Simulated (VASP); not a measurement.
## From an Ansatz input to VASP: InSb (rocksalt)

Ansatz input

```yaml
crystal:
  lattice:
    - [0.0, 3.0727784948, 3.0727784948]
    - [3.0727784948, 0.0, 3.0727784948]
    - [3.0727784948, 3.0727784948, 0.0]
  atoms:
    - { symbol: In, position: [0.0, 0.0, 0.0] }
    - { symbol: Sb, position: [0.5, 0.5, 0.5] }
kpoints:
  mp_grid: { grid: [6, 6, 6] }
hamiltonian:
  xc: pbesol
scf:
  occupations: { method: fermi_dirac, width: 0.02 }
relax:
  f_tol: 0.005
  cell: {}
```

Task: Translate this input to VASP.

Result: 

INCAR

```
LREAL = .FALSE.
PREC = Accurate
LWAVE = .FALSE.
NSW = 40
LCHARG = .FALSE.
ISIF = 3
EDIFF = 1E-7
LASPH = .TRUE.
SIGMA = 0.02
GGA = PS
ISMEAR = -1
NBANDS = 16
IBRION = 2
EDIFFG = -5E-3
NELM = 120
ENCUT = 600
```

KPOINTS

```
KPOINTS created by Atomic Simulation Environment
0
Gamma
6 6 6
0 0 0
```

POSCAR

```
In Sb
 1.0000000000000000
    -0.0000000000000000    3.0727784948239405    3.0727784948239405
     3.0727784948239405   -0.0000000000000000    3.0727784948239405
     3.0727784948239405    3.0727784948239405   -0.0000000000000000
 In  Sb
   1   1
Cartesian
 -0.0000000000000000 -0.0000000000000000  0.0000000000000000
  3.0727784948239401  3.0727784948239401  3.0727784948239401
```

VASP ran with the recommended PBE PAW datasets (18 valence electrons in the cell). Other inputs would serve too.

```tsv
	Ansatz	VASP
relaxed cell vector lengths	4.267, 4.267, 4.267 Å	4.269, 4.269, 4.269 Å
relaxed cell volume	54.95 Å³	55.02 Å³
```

Datasets and cutoffs are each program's own. VASP's cell holds 18 valence electrons and Ansatz's 28.
